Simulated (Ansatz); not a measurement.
# BaS: how the settings move a single-point run

Aim: see which settings change the result for BaS, by how much, and at what cost. The cell is built on a prototype (CsCl type) and needn't be the phase found in nature.

Program: Ansatz 0.2.0. Level of theory: reference: DFT, r2SCAN, plane waves, PAW. These are calculated values, not measurements.

6 further runs of the same task are left out: 1 for a known fault of the program, 5 that didn't finish.

## 1. The structure to begin with

The structure is cubic, space group Pm-3m (No. 221). The conventional cell has a = 3.834 Å, b = 3.834 Å, c = 3.834 Å, α = 90.00°, β = 90.00°, γ = 90.00°. Ba (site symmetry m-3m) is surrounded by 8 S at 3.32 Å. S (site symmetry m-3m) has 8 Ba at 3.32 Å as nearest neighbours.

As a file:

```
Ba S
1.0
     3.83376    0.00000    0.00000
     0.00000    3.83376    0.00000
     0.00000    0.00000    3.83376
Ba S
1 1
Direct
  0.00000 0.00000 0.00000
  0.50000 0.50000 0.50000
```

## 2. Reference

input.yaml reads:

```yaml
crystal:
  lattice:
    - [3.8337582655, 0.0, 0.0]
    - [0.0, 3.8337582655, 0.0]
    - [0.0, 0.0, 3.8337582655]
  atoms:
    - { symbol: Ba, position: [0.0, 0.0, 0.0] }
    - { symbol: S, position: [0.5, 0.5, 0.5] }
kpoints:
  mp_grid: { grid: [4, 4, 4] }
hamiltonian:
  xc: r2scan
scf:
  occupations: { method: fixed }
  n_extra_bands: 4
output:
  forces: true
  stress: true
  eigenvalues: true
```

Launch:

```sh
$ ansatz run input.yaml --threads 4 --pin off --max-ram 3686MiB --backend cpu --events-out ev --progress --plain --runs-dir out
```

## 3. Changed: xc lc_wpbe

Edit input.yaml of step 2 so:

```diff
@@ -11,3 +11,3 @@
 hamiltonian:
-  xc: r2scan
+  xc: lc_wpbe
 scf:
```

## 4. Changing settings: xc wpbeh

Edit input.yaml of step 2 so:

```diff
@@ -11,3 +11,3 @@
 hamiltonian:
-  xc: r2scan
+  xc: wpbeh
 scf:
```

## 5. Variant: exchange pbe, correlation pbe, coeff 0.1, omega 0.2078

Edit input.yaml of step 2 so:

```diff
@@ -11,3 +11,6 @@
 hamiltonian:
-  xc: r2scan
+  xc:
+    exchange: pbe
+    correlation: pbe
+    exx: { coeff: 0.1, omega: 0.2078 }
 scf:
```

**Question.** What will these runs give? Wanted: for each run, ending; energy change; pressure; gap; force.

**Answer**, as computed:

| run | ending | energy change | pressure (GPa) | gap (eV) | force (eV/Å) | cycles | time |
| --- | --- | --- | --- | --- | --- | --- | --- |
| reference | converged | - | 0.1 | 1.92 | 0.00 | 6 | 3.6 s |
| 1: xc lc_wpbe | converged | not comparable | -1.1 | 7.33 | 0.00 | 15 | 40 s |
| 2: xc wpbeh | converged | not comparable | -0.1 | 2.42 | 0.00 | 14 | 33 s |
| 3: exchange pbe, correlation pbe, coeff 0.1, omega 0.2078 | converged | not comparable | 0.1 | 1.90 | 0.00 | 10 | 28 s |

Residual by cycle in the longest SCF loop of each run; runs are numbered as in the table. The quantity is the density residual dr2, in eV.

| cycle | reference | run 1 | run 2 | run 3 |
| --- | --- | --- | --- | --- |
| 1 | 0.0285 | 1.2e-5 | 0.0121 | 0.00211 |
| 2 | 0.00249 | 1.7e-6 | 0.00131 | 2.4e-4 |
| 3 | 3.9e-4 | 5.2e-7 | 4.0e-4 | 6.0e-5 |
| 4 | 1.7e-5 | 7.3e-8 | 4.7e-5 | 5.5e-6 |
| 5 | 2.1e-7 | 1.8e-8 | 9.5e-6 | 9.2e-7 |
| 6 | 1.8e-9 | 3.2e-9 | 1.2e-5 | 1.6e-7 |
| 7 | - | - | 8.3e-7 | - |

What this shows: The gap of the reference lacks spin-orbit coupling, though the cell holds Ba.
